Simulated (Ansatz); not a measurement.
# InAs (F-43m) in Ansatz: a series of runs

The runs below take InAs through single point, with PBE.

All numbers are computed with Ansatz 0.2.0; they aren't measurements. Logs are shortened: lines on timing, memory, paths and dates and some standing lists are left out, and cuts for length are marked.

**What was measured.**

From a printed reference work, data compilation, for a bulk crystal of InAs at 4.2 K: band gap 0.418 eV (direct).

The results are compared with them further down.

## 1. The crystal as given

The structure is cubic, space group F-43m (No. 216). The conventional cell has a = 6.036 Å, b = 6.036 Å, c = 6.036 Å, α = 90.00°, β = 90.00°, γ = 90.00°. In (site symmetry -43m) is surrounded by 4 As at 2.61 Å. As (site symmetry -43m) is surrounded by 4 In at 2.61 Å.

## 2. Single point, PBE

File input.yaml:

```yaml
crystal:
  lattice:
    - [0.0, 3.018, 3.018]
    - [3.018, 0.0, 3.018]
    - [3.018, 3.018, 0.0]
  atoms:
    - { symbol: In, position: [0.0, 0.0, 0.0] }
    - { symbol: As, position: [0.75, 0.75, 0.75] }
kpoints:
  mp_grid: { grid: [8, 8, 8] }
scf:
  occupations: { method: gaussian, width: 0.016 }
hamiltonian:
  xc: pbe
  pseudopotentials: { kind: all_electron, lapw: { basis_error: 0.001 } }
output:
  forces: true
  stress: true
  eigenvalues: true
```

Potentials or basis: all-electron LAPW, scalar-relativistic.

Started as:

```bash
> ansatz run input.yaml --threads 1 --pin off --max-ram 3072MiB --backend cpu --events-out ev --progress --plain --runs-dir out
```

The program printed:

```text
Warning: RAYON_NUM_THREADS=1 ignored (pool sized by the plan → 1); use --threads N
LAPW: plane waves up to 8.619 Å⁻¹, error target 1.0e-3 eV per atom; small_component_spin mean_spin; As in spheres of 1.266 Å, 23 of its electrons in bands, Dirac shells []; In in spheres of 1.348 Å, 21 of its electrons in bands, Dirac shells [] (how accurate: hamiltonian.pseudopotentials.lapw.basis_error, Limitations)
Engine: ansatz 0.2.0, aarch64-unknown-linux-gnu
Pseudopotentials: kind: all_electron
Pseudopotential: In, LAPW, valence charge 21, lapw/all_electron/scalar/gaussian/In, Koelling and Harmon's equation, gaussian nucleus
Pseudopotential: As, LAPW, valence charge 23, lapw/all_electron/scalar/gaussian/As, Koelling and Harmon's equation, gaussian nucleus
Functional definition: PBE
  parameter kappa = 0.804
  parameter beta = 0.06672455060314922
  exchange = pbe_x(kappa = kappa, mu = beta*pi^2/3)
  correlation = pbe_c(beta = beta)
Crystal: 2 atoms, lattice volume = 54.978 Å³
Basis set: ecut = 283.0201242672384 eV, 609 PW (Γ), exchange–correlation at level 2
Bands: 27, of which v1, the nominal top of the filled ones, is band 22 counted from 1 (21 counted from 0)
Symmetry: 24 space group operations
Space group: F-43m (ITA 216), of the structure as read, at distance tolerance 3.8e-5 Å
k-points: 29 of 512 (time reversal used)
Non-local potential: In, projectors of the file, none
Non-local potential: As, projectors of the file, none
Initial density: superposition of atomic densities (chi_scale 0.1, normalization cell, long waves kept (reshape's long-wave potential 0.00 eV rms))
Initial wavefunctions: plane waves of lowest kinetic energy (no species holds an atomic orbital)
Functional: x = pbe(κ = 0.804, μ = 0.2195149727645171), c = pbe(β = 0.06672455060314922)
iter 1 solved again at ethr=2.01e-3 eV; its pass at ethr=1.00e-1 eV (dr2=8.83e-1 eV) is discarded
SCF iter   1: F=—  HF=-221570.600789 eV  |F-HF|=—  |Δ(HF+E_count)|=         —  Δρ=2.93e-2  dr2=8.85e-1  ethr=2.01e-3  ⟨swp⟩=2.0  Hψ=4983  notcnv=0
preconditioner: auto → none  [insulator: Δε(μ)=0.159 eV  Ē_g=15.129 eV  σ=0.016 eV  W_gap=1.00  n_scr=14 (ndim 8)  ℏωp=21.2 eV  f_vac=0.128  D(μ)=0.00/eV (n_scr^D=0)  ε∞_Penn≈3.0]
iter 2 solved again at ethr=9.80e-5 eV; its pass at ethr=2.01e-3 eV (dr2=4.31e-2 eV) is discarded
SCF iter   2: F=—  HF=-221570.344773 eV  |F-HF|=—  |Δ(HF+E_count)|=   2.56e-1  Δρ=9.20e-3  dr2=4.31e-2  ethr=9.80e-5  ⟨swp⟩=2.0  Hψ=4089  notcnv=0
SCF iter   3: F=—  HF=-221570.329173 eV  |F-HF|=—  |Δ(HF+E_count)|=         —  Δρ=4.66e-3  dr2=1.27e-2  ethr=9.80e-5  ⟨swp⟩=2.0  Hψ=2331  notcnv=0
the basis was enlarged: its passes take 153.8 KiB over the memory plan, 1 of 1 planned eigensolver slots
SCF iter   4: F=—  HF=-221570.329312 eV  |F-HF|=—  |Δ(HF+E_count)|=   1.39e-4  Δρ=1.72e-3  dr2=1.87e-3  ethr=2.88e-5  ⟨swp⟩=2.0  Hψ=2325  notcnv=0
SCF iter   5: F=—  HF=-221570.329245 eV  |F-HF|=—  |Δ(HF+E_count)|=   6.67e-5  Δρ=3.15e-4  dr2=7.13e-5  ethr=4.26e-6  ⟨swp⟩=2.0  Hψ=2277  notcnv=0
SCF iter   6: F=—  HF=-221570.329281 eV  |F-HF|=—  |Δ(HF+E_count)|=   3.60e-5  Δρ=5.81e-5  dr2=1.63e-6  ethr=1.62e-7  ⟨swp⟩=3.0  Hψ=2256  notcnv=0
SCF iter   7: F=-221570.329285 eV  HF=-221570.329285 eV  |F-HF|=1.31e-7  |Δ(HF+E_count)|=   3.62e-6  Δρ=9.75e-6  dr2=5.72e-8  ethr=3.69e-9  ⟨swp⟩=3.0  Hψ=2301  notcnv=0
SCF 1 converged in 7 iterations: F = -221570.329285 eV  dr2 = 5.72e-8
SCF converged after 7 iterations
Free energy (F): -221570.329285 eV
Harris-Foulkes:  -221570.329285 eV  (|F-HF|=1.31e-7)
Internal energy: -221570.329237 eV  (E = F + TS)
E sigma→0 (E₀):  -221570.329261 eV
Entropy (-TS):   -0.000048 eV (-0.024 meV/atom)
Fermi energy:    9.749157 eV
--- Per-component energies (eV) ---
  E_band       = -1912.397758
  E_kinetic    = 230887.849302
  E_xc         = -6636.097039
  E_electrostatic = -445822.081500  (all electrons and nuclei)
  E_smearing   = -0.000048  (= −TS)
  E_closure    = 0.000000  (closes the sum)
  E_atoms      = -221562.685075  (free atoms, spherical and without spin; not in F)
  Σ components = -221570.329285   (vs F -221570.329285, Δ=0.00e0)
  Basis errors (estimates in eV, not in F): energy 4.4e-4 per atom: plane waves 4.0e-4 (2.4e-4 summed), levels above the bands 0.0e0, relativity 5.6e-8, radial functions 4.1e-5, core shells 4.0e-7; eigenvalues (radial functions only) 1.2e-6; not estimated: angular momenta, meshes, grids; target (lapw.basis_error) 1.0e-3; muffin-tin radii As 1.266 Å, In 1.348 Å
--- Forces (eV/Å), atoms counted from 1 ---
  atom   1  In     0.00000000    -0.00000000     0.00000000
  atom   2  As    -0.00000000     0.00000000    -0.00000000
  max |Σ_I F_I| component: 2.78e-17 eV/Å
--- Stress (GPa, compression-positive) ---
        4.303532       0.000000      -0.000000
        0.000000       4.303532       0.000000
       -0.000000       0.000000       4.303532
  P = ⅓ Tr σ = 4.3035 GPa (43.035 kbar)
--- Band table (eV; the first three rows and the last of 29) ---
  k-point 0: bands = ["-174.8222", "-118.1940", "-118.1940", "-118.1940", "-105.4607", "-63.9469", "-63.9469", "-63.9469", "-25.2398", "-25.2398", "-25.2398", "-25.2319", "-25.2319", "-4.6576", "-4.6576", "-4.6576", "-4.5297", "-4.5297", "-2.1538", "9.5751", "9.7443", "9.7443", "9.7443", "13.6654", "13.6654", "13.6654", "17.2850"]
  k-point 1: bands = ["-174.8222", "-118.1940", "-118.1940", "-118.1940", "-105.4607", "-63.9469", "-63.9469", "-63.9469", "-25.2398", "-25.2397", "-25.2397", "-25.2319", "-25.2319", "-4.6782", "-4.6516", "-4.6516", "-4.5299", "-4.5299", "-1.9907", "7.8653", "9.5510", "9.5510", "10.8649", "13.8207", "13.9473", "13.9473", "18.1182"]
  k-point 2: bands = ["-174.8222", "-118.1940", "-118.1940", "-118.1940", "-105.4607", "-63.9469", "-63.9469", "-63.9469", "-25.2398", "-25.2396", "-25.2396", "-25.2318", "-25.2318", "-4.7247", "-4.6387", "-4.6387", "-4.5286", "-4.5286", "-1.5444", "6.0418", "9.1701", "9.1701", "11.0080", "14.3824", "14.3824", "14.9268", "18.1288"]
  k-point 28: bands = ["-174.8222", "-118.1940", "-118.1940", "-118.1940", "-105.4607", "-63.9470", "-63.9469", "-63.9469", "-25.2397", "-25.2397", "-25.2392", "-25.2318", "-25.2315", "-4.8204", "-4.6061", "-4.5819", "-4.5455", "-4.5216", "-0.0710", "4.0358", "6.7754", "6.8574", "13.9835", "14.0427", "14.7670", "15.8394", "19.6164"]
```

It took 16 s on 1 thread of Arm Neoverse V1, shared host; peak memory 0.3 GiB.

Results:

```yaml
Free_energy: -221570.3293 eV
Pressure: 4.3 GPa
Band_gap_on_the_k_mesh: none (metal or under the smearing width)
```

Caveat: this crystal is a semiconductor, whose small gap the functional closes, so the metal is an error of the method.

## 3. Single point, PBE

Edit input.yaml of step 2 so:

```diff
@@ -11,3 +11,3 @@
 scf:
-  occupations: { method: gaussian, width: 0.016 }
+  occupations: { method: gaussian, width: 0.018 }
 hamiltonian:
```

Potentials or basis: all-electron LAPW, scalar-relativistic.

Started as:

```bash
> ansatz run input.yaml --threads 1 --pin off --max-ram 3072MiB --backend cpu --events-out ev --progress --plain --runs-dir out
```

The program printed:

```text
Warning: RAYON_NUM_THREADS=1 ignored (pool sized by the plan → 1); use --threads N
LAPW: plane waves up to 8.619 Å⁻¹, error target 1.0e-3 eV per atom; small_component_spin mean_spin; As in spheres of 1.266 Å, 23 of its electrons in bands, Dirac shells []; In in spheres of 1.348 Å, 21 of its electrons in bands, Dirac shells [] (how accurate: hamiltonian.pseudopotentials.lapw.basis_error, Limitations)
Engine: ansatz 0.2.0, aarch64-unknown-linux-gnu
Pseudopotentials: kind: all_electron
Pseudopotential: In, LAPW, valence charge 21, lapw/all_electron/scalar/gaussian/In, Koelling and Harmon's equation, gaussian nucleus
Pseudopotential: As, LAPW, valence charge 23, lapw/all_electron/scalar/gaussian/As, Koelling and Harmon's equation, gaussian nucleus
Functional definition: PBE
[... 48 lines left out ...]
--- Stress (GPa, compression-positive) ---
        4.303533       0.000000      -0.000000
        0.000000       4.303533       0.000000
       -0.000000       0.000000       4.303533
  P = ⅓ Tr σ = 4.3035 GPa (43.035 kbar)
--- Band table (eV; the first three rows and the last of 29) ---
  k-point 0: bands = ["-174.8222", "-118.1940", "-118.1940", "-118.1940", "-105.4607", "-63.9469", "-63.9469", "-63.9469", "-25.2398", "-25.2398", "-25.2398", "-25.2319", "-25.2319", "-4.6576", "-4.6576", "-4.6576", "-4.5297", "-4.5297", "-2.1538", "9.5751", "9.7443", "9.7443", "9.7443", "13.6654", "13.6654", "13.6654", "17.2850"]
  k-point 1: bands = ["-174.8222", "-118.1940", "-118.1940", "-118.1940", "-105.4607", "-63.9469", "-63.9469", "-63.9469", "-25.2398", "-25.2397", "-25.2397", "-25.2319", "-25.2319", "-4.6782", "-4.6516", "-4.6516", "-4.5299", "-4.5299", "-1.9907", "7.8653", "9.5510", "9.5510", "10.8649", "13.8207", "13.9473", "13.9473", "18.1182"]
  k-point 2: bands = ["-174.8222", "-118.1940", "-118.1940", "-118.1940", "-105.4607", "-63.9469", "-63.9469", "-63.9469", "-25.2398", "-25.2396", "-25.2396", "-25.2318", "-25.2318", "-4.7247", "-4.6387", "-4.6387", "-4.5286", "-4.5286", "-1.5444", "6.0418", "9.1701", "9.1701", "11.0080", "14.3824", "14.3824", "14.9268", "18.1288"]
  k-point 28: bands = ["-174.8222", "-118.1940", "-118.1940", "-118.1940", "-105.4607", "-63.9470", "-63.9469", "-63.9469", "-25.2397", "-25.2397", "-25.2392", "-25.2318", "-25.2315", "-4.8204", "-4.6061", "-4.5819", "-4.5455", "-4.5216", "-0.0710", "4.0358", "6.7754", "6.8574", "13.9835", "14.0427", "14.7670", "15.8394", "19.6164"]
```

Wall time 15 s (1 thread of Arm Neoverse V1, shared host); peak memory 0.3 GiB.

What came out:

```yaml
Free_energy: -221570.3293 eV
Pressure: 4.3 GPa
Band_gap_on_the_k_mesh: none (metal or under the smearing width)
```

Caveat: this crystal is a semiconductor, whose small gap the functional closes, so the metal is an error of the method.

## 4. How close it comes

Step 2. A measured gap of InAs is 0.418 eV (direct; 4.2 K; a printed reference work, data compilation); the calculated 0.00 eV misses it by -0.42 eV. Spin-orbit coupling on As, In is left out. The value is that of PBE on a finite k mesh, which can miss the band edges, without temperature or zero-point motion. Semilocal functionals fall short of measured gaps as a rule.

Step 3. A measured gap of InAs is 0.418 eV (direct; 4.2 K; a printed reference work, data compilation); the calculated 0.00 eV misses it by -0.42 eV. Spin-orbit coupling on As, In is left out. The value is that of PBE on a finite k mesh, which can miss the band edges, without temperature or zero-point motion. Semilocal functionals fall short of measured gaps as a rule.
